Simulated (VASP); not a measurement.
Set up this calculation in VASP 6.6.1, as the native input.

```
Task                   : relaxation of cell and atoms
Functional             : PBE
Potentials or basis    : VASP PAW PBE potentials, release 64 (Y_sv)
Cutoff                 : 520 eV
k mesh                 : 15 × 15 × 15
Occupations            : gaussian, width 0.1 eV
Spin                   : no spin polarisation
Further INCAR settings : ALGO = Normal; EDIFF = 1e-06; IBRION = 2; EDIFFG = -0.01; NSW = 90; ISIF = 3
```

The structure of Y lies in POSCAR:

```
Y
1.0
    0.0000000000      2.4850000000      2.4850000000
    2.4850000000      0.0000000000      2.4850000000
    2.4850000000      2.4850000000      0.0000000000
Y
1
Direct
    0.0000000000      0.0000000000      0.0000000000
```

This isn't the form of Y at room conditions, which is hcp.

One way to write it, as run:

INCAR

```
SYSTEM = Y
  ALGO = Normal
  EDIFF = 1E-6
  EDIFFG = -0.01
  ENCUT = 520
  GGA = PE
  IBRION = 2
  ISIF = 3
  ISMEAR = 0
  LASPH = .TRUE.
  LCHARG = .FALSE.
  LREAL = .FALSE.
  LWAVE = .FALSE.
  NELM = 120
  NSW = 90
  PREC = Accurate
  SIGMA = 0.1
```

KPOINTS

```
k-points
0
G
  15 15 15
  0 0 0
```

Potentials or basis: VASP PAW PBE potentials, release 64 (Y_sv).

Run with:

```bash
$ cat potpaw_PBE.64/Y_sv/POTCAR > POTCAR
$ mpirun -np 1 vasp_std > vasp.out
```

Results of the run:

* Relaxed volume: 32.31 Å³/atom
* Relaxed cell: a = 3.575 Å, b = 3.575 Å, c = 3.575 Å, α = 60.00°, β = 60.00°, γ = 60.00°
* Space group after relaxing (to 0.05 Å): Fm-3m (No. 225)
* Energy gained by relaxing: 10.6 meV/atom
* Ionic steps: 3
* Pressure after relaxing: 0.0 GPa
* Band gap on the k mesh: none (metal or under the smearing width)

Run time: 38 s on 1 thread of Intel(R) Xeon(R) 6975P-C (Granite Rapids), on a shared host, peak memory 0.21 GiB.
